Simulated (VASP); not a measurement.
Here is a VASP 6.6.1 calculation.

INCAR

```
AGGAC = 1.0
AGGAX = 1.0
ALDAC = 0.0
ALDAX = 1.0
ALGO = Fast
EDIFF = 1E-6
EDIFFG = -0.01
ENCUT = 600
GGA = B5
IBRION = 2
ISIF = 3
ISMEAR = -1
LASPH = True
LCHARG = False
LREAL = False
LWAVE = False
NELM = 60
NSW = 40
PREC = Accurate
SIGMA = 0.05
```

KPOINTS

```
k-points
0
Gamma
  7 7 6
```

File POSCAR:

```
MgSi
1.0
    2.9083940000      0.0000000000      0.0000000000
    0.0000000000      2.9083940000      0.0000000000
    0.0000000000      0.0000000000      4.1034270000
Si Mg
1 1
Direct
    0.5000000000      0.5000000000      0.5000000000
    0.0000000000      0.0000000000      0.0000000000
```

Potentials or basis: VASP PAW PBE potentials, release 64 (Si, Mg).

Launch:

```bash
$ cat potpaw_PBE.64/Si/POTCAR potpaw_PBE.64/Mg/POTCAR > POTCAR
$ mpirun -np 1 vasp_std > vasp.out
```

What does it give for the band gap on the k mesh?

None (metal or under the smearing width).

Predict the relaxed volume.

18.24 Å³/atom.

Predict the relaxed cell.

a = 2.968 Å, b = 2.968 Å, c = 4.142 Å, α = 90.00°, β = 90.00°, γ = 90.00°.

The path:
| step | energy change (eV) | largest force (eV/Å) | pressure (GPa) | volume (Å³) |
| --- | --- | --- | --- | --- |
| 1 | 0.0000 | 0.0000 | 2.77 | 34.71 |
| 2 | -0.0143 | 0.0000 | 0.28 | 36.24 |
| 3 | -0.0145 | 0.0000 | -0.03 | 36.45 |
| 4 | -0.0149 | 0.0000 | 0.00 | 36.47 |
| 5 | -0.0150 | 0.0000 | 0.04 | 36.49 |

Caveat: the PAW data sets were made with another functional, which shifts forces and pressure a little.
